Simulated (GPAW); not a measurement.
Runs of GPAW 26.7.0 on Pb. It takes space group Im-3m (No. 229, cubic). Conventional cell: a = 3.959 Å, b = 3.959 Å, c = 3.959 Å, α = 90.00°, β = 90.00°, γ = 90.00°. Pb (site symmetry m-3m) is surrounded by 8 Pb at 3.43 Å. This isn't the form of Pb at room conditions, which is fcc.

```csv
task,level,potentials or basis,series job,eigensolver,gap on the mesh (eV),pressure (GPa)
Fermi surface,PBEsol,"PAW data sets generated in the run's folder for this functional, pw",-,-,none,-2.4
Fermi surface,WC,"PAW data sets generated in the run's folder for this functional, pw",-,-,none,(a)
Fermi surface,BLYP,"PAW data sets generated in the run's folder for this functional, pw",-,davidson,none,3.9
Fermi surface,revPBE,"the program's PAW data sets (release 1.2.1) made for this functional, pw",-,-,none,1.4
Fermi surface,RPBE,"the program's PAW data sets (release 1.2.1) made for this functional, pw",-,-,none,(b)
Fermi surface,LDA,"the program's PAW data sets (release 1.2.1) made for this functional, pw",-,-,none,-3.9
Fermi surface,SCAN,"GPAW PAW data sets (gpaw-data 1.2.1), pw",-,-,none,-1.4
```

Alike in all rows: no spin polarisation; cell as given; k mesh 9 × 9 × 9; cutoff (eV) 510; smearing fermi-dirac 0.05 eV.

Task: Fill in the values left out.

Result: (a) -2.3; (b) 1.9.

Caveats: the cutoff is short for stress and forces, so pressures can be off by a GPa or more; the PAW data sets were made with another functional, which shifts forces and pressure a little (some runs).

A k mesh can miss the band edges, and the runs leave out spin-orbit coupling on Pb.

A gap of «none» marks a metal or a gap under the smearing width.

Runs at the PBE level aren't shown here.
